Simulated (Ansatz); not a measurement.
A plane-wave DFT run in Ansatz 0.2.0 (scalar-relativistic PAW potentials unless the input names others): input and command.

```yaml
crystal:
  lattice:
    - [2.7070269061, 2.7070269061, 0.0]
    - [-2.7070269061, 2.7070269061, 0.0]
    - [0.0, 0.0, 6.0112951363]
  atoms:
    - { symbol: Ge, position: [0.5, 0.5, 0.5] }
    - { symbol: Ge, position: [0.5, 0.0, 0.25] }
    - { symbol: Ge, position: [0.0, 0.0, 0.0] }
    - { symbol: Ge, position: [0.0, 0.5, 0.75] }
basis:
  ecutwfc: 420
kpoints:
  mp_grid: { grid: [14, 14, 10] }
hamiltonian:
  xc: pbe
  hubbard: { sites: [{ species: Ge, l: p, u_eff: -5.0 }] }
scf:
  occupations: { method: gaussian, width: 0.1 }
  max_iter: 60
output:
  forces: true
  eigenvalues: true
  stress: true
```

```bash
ansatz run input.yaml --threads 1 --pin off --max-ram 2560MiB --backend cpu --events-out ev --progress --plain --runs-dir out
```

Abridged log:
```
Basis set: ecut = 420 eV, 1741 PW (Γ), exchange–correlation on 54×54×90 points (8 copies of the dense FFT grid, shifted against one another)
Bands: 34, of which v1, the nominal top of the filled ones, is band 28 counted from 1 (27 counted from 0)
Symmetry: 32 space group operations
k-points: 216 of 1960
SCF iter   1: F=—  HF=-17195.422299 eV  |F-HF|=—  |Δ(HF+E_count)|=         —  Δρ=3.71e-2  dr2=8.97e-1  ethr=1.60e-3  ⟨swp⟩=1.0  Hψ=36545  notcnv=0
SCF iter   2: F=—  HF=-17194.711432 eV  |F-HF|=—  |Δ(HF+E_count)|=   7.11e-1  Δρ=2.15e-2  dr2=3.45e-1  ethr=1.60e-3  ⟨swp⟩=2.1  Hψ=8710  notcnv=0  defer=1
SCF iter   3: F=—  HF=-17194.492029 eV  |F-HF|=—  |Δ(HF+E_count)|=   2.19e-1  Δρ=4.47e-3  dr2=2.22e-2  ethr=6.17e-4  ⟨swp⟩=3.1  Hψ=13268  notcnv=0  defer=11
SCF iter   4: F=—  HF=-17194.484227 eV  |F-HF|=—  |Δ(HF+E_count)|=   7.80e-3  Δρ=2.21e-3  dr2=9.52e-3  ethr=3.96e-5  ⟨swp⟩=2.0  Hψ=12794  notcnv=0  defer=17
SCF iter   5: F=—  HF=-17194.485631 eV  |F-HF|=—  |Δ(HF+E_count)|=   1.40e-3  Δρ=7.95e-4  dr2=1.01e-3  ethr=1.70e-5  ⟨swp⟩=2.0  Hψ=8844  notcnv=0  defer=17
SCF iter   6: F=—  HF=-17194.486376 eV  |F-HF|=—  |Δ(HF+E_count)|=   7.45e-4  Δρ=1.31e-4  dr2=1.58e-5  ethr=1.81e-6  ⟨swp⟩=2.8  Hψ=12969  notcnv=0  defer=17
SCF iter   7: F=—  HF=-17194.486416 eV  |F-HF|=—  |Δ(HF+E_count)|=   3.98e-5  Δρ=2.30e-5  dr2=3.44e-7  ethr=2.82e-8  ⟨swp⟩=2.9  Hψ=13209  notcnv=0  defer=17
SCF iter   8: F=-17194.486418 eV  HF=-17194.486418 eV  |F-HF|=1.53e-7  |Δ(HF+E_count)|=   1.65e-6  Δρ=7.34e-6  dr2=3.74e-8  ethr=1.79e-10  ⟨swp⟩=7.9  Hψ=28520  notcnv=0
SCF 1 converged in 8 iterations: F = -17194.486418 eV  dr2 = 3.74e-8
SCF converged after 8 iterations
Free energy (F): -17194.486418 eV
Harris-Foulkes:  -17194.486418 eV  (|F-HF|=1.53e-7)
Internal energy: -17194.485674 eV  (E = F + TS)
E sigma→0 (E₀):  -17194.486046 eV
Entropy (-TS):   -0.000744 eV (-0.186 meV/atom)
Fermi energy:    8.940241 eV
--- Forces (eV/Å), atoms counted from 1 ---
  atom   1  Ge     0.00000000     0.00000000     0.00000000
  atom   2  Ge     0.00000000     0.00000000     0.00000000
  atom   3  Ge     0.00000000     0.00000000     0.00000000
  atom   4  Ge     0.00000000     0.00000000     0.00000000
--- Stress (GPa, compression-positive) ---
        7.712250       0.000000       0.000000
        0.000000       7.712250       0.000000
        0.000000       0.000000      -1.596091
  P = ⅓ Tr σ = 4.6095 GPa (46.095 kbar)
Occupation matrices written to <dir>
```

Find the fault.

The fault is an enormous or negative U (hamiltonian.hubbard: not typed → {"sites": [{"species": "Ge", "l": "p", "u_eff": -5.0}]}, the first being the value of the sound run). Setting it back cures it. The run converged all the same, with an energy at zero smearing 3.7 eV/atom below the reference's (the Hamiltonian itself differs), pressure 4.61 GPa, largest force 0.000 eV/Å, no gap on the mesh, so convergence alone doesn't show that an input is right. A reference run on usual settings, whose relaxation ended at this geometry, converged, and the end of its own relaxation has pressure 5.85 GPa, largest force 0.000 eV/Å, no gap on the mesh (its cell was held, or driven to that pressure on purpose).

It took 72 s on 1 thread of Intel(R) Xeon(R) Platinum 8259CL CPU @ 2.50GHz (Skylake/Cascade Lake) (shared host), peak memory 1.1 GiB.